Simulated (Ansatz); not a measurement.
An element in the diamond structure gives these cold pressures by all-electron LAPW under PBE (Ansatz 0.2.0, scalar-relativistic, no spin polarisation).

```tsv
V (Å³/atom)	P (GPa)
25.81	0.00
23.23	8.72
20.65	23.4
18.07	48.9
15.49	99.1
12.91	208.1
10.33	477.6
```

(1) Which element is it?

## Answers

(1) Nb. Its zero-pressure volume in this structure is near 25.8 Å³/atom; the volume and the steepness of P(V) together point to it, though neighbours can come close. This is the case that was computed; others weren't tested.
